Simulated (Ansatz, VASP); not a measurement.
## Two plane-wave programs on LiCl

File POSCAR:

```
LiCl
1.0
    3.7306284281      0.0000000000      0.0000000000
   -1.8653142141      3.2308189908      0.0000000000
    0.0000000000      0.0000000000      6.4556775807
Li Cl
2 2
Direct
    0.3333333333      0.6666666667      0.0051503627
    0.6666666667      0.3333333333      0.5051503627
    0.3333333333      0.6666666667      0.3698496373
    0.6666666667      0.3333333333      0.8698496373
```

Contents of INCAR.step1:

```
SYSTEM = LiCl
ALGO = Normal
EDIFF = 1E-4
ENCUT = 520
GGA = PE
ISMEAR = 0
LASPH = .True.
LCHARG = .False.
LREAL = .False.
LWAVE = .True.
NBANDS = 18
NELM = 100
PREC = Accurate
SIGMA = 0.01
```

Contents of INCAR.step2:

```
SYSTEM = LiCl
ALGO = Normal
EDIFF = 1E-6
ENCUT = 520
ISIF = 2
ISMEAR = 0
ISTART = 1
LASPH = .True.
LCHARG = .True.
LELF = .True.
LMIXTAU = .True.
LREAL = .False.
LVHAR = .True.
LWAVE = .False.
METAGGA = R2SCAN
NBANDS = 18
NELM = 100
PREC = Accurate
SIGMA = 0.01
```

The input KPOINTS:

```
k-points
0
Gamma
  12 12 4
  0 0 0
```

Input for Ansatz:

```yaml
crystal:
  lattice:
    - [3.7306284281, 0.0, 0.0]
    - [-1.8653142141, 3.2308189908, 0.0]
    - [0.0, 0.0, 6.4556775807]
  atoms:
    - { symbol: Li, position: [0.3333333333, 0.6666666667, 0.0051503627] }
    - { symbol: Li, position: [0.6666666667, 0.3333333333, 0.5051503627] }
    - { symbol: Cl, position: [0.3333333333, 0.6666666667, 0.3698496373] }
    - { symbol: Cl, position: [0.6666666667, 0.3333333333, 0.8698496373] }
kpoints:
  mp_grid: { grid: [12, 12, 4] }
  band_path:
    path:
      - [0.0, 0.0, 0.0]
      - [0.5, 0.0, 0.0]
      - [0.3333333333, 0.3333333333, 0.0]
      - [0.0, 0.0, 0.5]
      - [0.5, 0.0, 0.5]
      - [0.3333333333, 0.3333333333, 0.5]
    npoints: 1
hamiltonian:
  xc: r2scan
scf:
  occupations: { method: fixed }
  n_extra_bands: 5
output:
  forces: true
  stress: true
  eigenvalues: true
```

Change from the starting cell: epitaxial_xy strain -4.2%.

Alike in both runs: task single point; functional r2SCAN; k mesh 12 × 12 × 4; no spin polarisation.

|  | VASP | Ansatz |
| --- | --- | --- |
| version | VASP 6.6.1 | Ansatz 0.2.0 |
| potentials or method | VASP PAW PBE potentials, release 64 (Li_sv, Cl) | plane waves, PAW |
| plane-wave cutoff (eV) | 520 | 500 |
| occupations | gaussian, width 0.01 eV | fixed |
| valence electrons in the cell | 20 | 20 |

```tsv
	VASP	Ansatz	Ansatz less VASP
gap on the k mesh at the Fermi level (eV)	6.83	6.78	-0.058
rms of the force components (eV/Å)	0.013	0.003	-0.0105
```

Atom by atom the forces differ by 0.016 eV/Å (rms over components).

Caveats: the PAW data sets were made with another functional, which shifts forces and pressure a little (VASP). A k mesh can miss the band edges.
